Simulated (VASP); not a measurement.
## TaSi2 in VASP: the effect of Hubbard term

The system is TaSi2.

```
CELL_PARAMETERS angstrom
4.78390 0.00000 0.00000
-2.39195 4.14298 0.00000
0.00000 0.00000 6.57000
ATOMIC_POSITIONS crystal
Ta 0.00000 0.50000 0.33333
Ta 0.50000 0.50000 0.66667
Ta 0.50000 0.00000 0.00000
Si 0.31794 0.15897 0.33333
Si 0.15897 0.84103 0.66667
Si 0.84103 0.68206 0.00000
Si 0.68206 0.84103 0.33333
Si 0.84103 0.15897 0.66667
Si 0.15897 0.31794 0.00000
```

Alike in all runs:

| Quantity | Value |
| --- | --- |
| Program | VASP 6.6.1 |
| Task | single point |
| Functional | PBEsol |
| Potentials or basis | VASP PAW PBE potentials, release 64 (Ta_pv, Si) |
| Cutoff | 520 eV |
| k mesh | 5 × 5 × 3 |
| Occupations | fermi-dirac, width 0.05 eV |
| Spin | no spin polarisation |
| Further INCAR settings | ALGO = Fast; EDIFF = 1e-06 |

```tsv
Hubbard term	pressure (GPa)	largest force (eV/Å)
none	-1.9	0.01
Ta d U = 2 eV	0.8	0.04
Ta d U = 3 eV	2.3	0.07
Ta d U = 4 eV	3.7	0.09
Ta d U = 5 eV	?	?
Ta d U = 6 eV	6.8	0.15
Ta d U = 8 eV	10.1	0.20
```

Task: What does the run with Hubbard term Ta d U = 5 eV give?

Result: Pressure 5.2 GPa; largest force 0.12 eV/Å.

Worked out: A parabola through the other rows of the pressure, of slope 1.55 GPa per eV there, gives 5.2 GPa, against the run's 5.2. A parabola through the other rows of the largest force, of slope 0.0261 eV/Å per eV there, gives 0.12 eV/Å, against the run's 0.12.

Caveats: the PAW data sets were made with another functional, which shifts forces and pressure a little; U without spin polarisation on a metal has little footing (some runs); the U is typed as a test and isn't derived for this compound (some runs).
